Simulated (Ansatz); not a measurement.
K (dhcp type), DFT, PBE, PAW with Ansatz's default frozen-core files, scalar-relativistic (Ansatz 0.2.0), on 1 thread of Arm Neoverse V2 (shared host).

Command: `ansatz run input.yaml --threads 1 --pin off --max-ram 3072MiB --backend cpu --events-out ev --progress --plain --runs-dir out`

```yaml
crystal:
  lattice:
    - [4.7146953698, 0.0, 0.0]
    - [-2.3573476849, 4.0830459613, 0.0]
    - [0.0, 0.0, 15.3227599518]
  atoms:
    - { symbol: K, position: [0.0, 0.0, 0.0] }
    - { symbol: K, position: [0.0, 0.0, 0.5] }
    - { symbol: K, position: [0.3333333333, 0.6666666667, 0.25] }
    - { symbol: K, position: [0.6666666667, 0.3333333333, 0.75] }
kpoints:
  mp_grid: { grid: [8, 8, 3] }
  band_path:
    path:
      - [0.0, 0.0, 0.0]
      - [0.5, 0.0, 0.0]
      - [0.3333333333, 0.3333333333, 0.0]
      - [0.0, 0.0, 0.0]
      - [0.0, 0.0, 0.5]
      - [0.5, 0.0, 0.5]
      - [0.3333333333, 0.3333333333, 0.5]
      - [0.0, 0.0, 0.5]
      - [0.5, 0.0, 0.5]
    npoints: 8
scf:
  occupations: { method: fermi_dirac, width: 0.1 }
hamiltonian:
  xc: pbe
  pseudopotentials: { kind: paw }
output:
  forces: true
  stress: true
  eigenvalues: true
  populations: true
  dos: { projected: true, de: 0.2, e_range: [-14, 8] }
  write_density: true
  write_potential: true
  elf: true
  volumetric_format: npy
```

Question: How large is the problem that the program sets up?

Answer: 20 irreducible k-points, 5733 plane waves at Γ, 22 bands.

Question: About how long does it take, and how much memory?

Answer: 14 s of wall time for 6 SCF iterations, with a peak of 0.52 GiB. Times on shared machines scatter by tens of per cent.
